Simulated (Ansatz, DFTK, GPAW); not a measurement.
**HfN: programs and potentials compared**

```
Hf N
1.0
     3.13391    0.00000    0.00000
    -1.56695    2.71404    0.00000
     0.00000    0.00000    5.41677
Hf N
2 2
Direct
  0.33333 0.66667 0.25000
  0.66667 0.33333 0.75000
  0.00000 0.00000 0.50000
  0.00000 0.00000 0.00000
```

The cell comes from a database or a generator and needn't be the stable form of this composition.

Alike in all runs: task single point; functional PBEsol; k mesh 10 × 10 × 5; occupations fermi-dirac, width 0.05 eV; no spin polarisation; no spin-orbit coupling. Pressure is positive in compression and, in plane waves, holds the error of the finite cutoff.

| program and potentials | plane-wave cutoff (eV) | notes | pressure (GPa) |
| --- | --- | --- | --- |
| DFTK, PseudoDojo SR PBEsol 0.4.1 standard (PBEsol) | 1143 | - | -3.33 |
| GPAW, PAW data sets generated for this functional | 800 | - | -2.12 |
| Ansatz, all-electron LAPW, scalar-relativistic | - | - | -2.42 |

The pressure spans -3.33 (DFTK, PseudoDojo SR PBEsol 0.4.1 standard (PBEsol)) to -2.12 GPa (GPAW, PAW data sets generated for this functional), with all-electron results at -2.42.

Differences between rows come from potentials, basis sets and numerical settings, since the functional is the same but for its coding. Runs on potential files found faulty are left out.
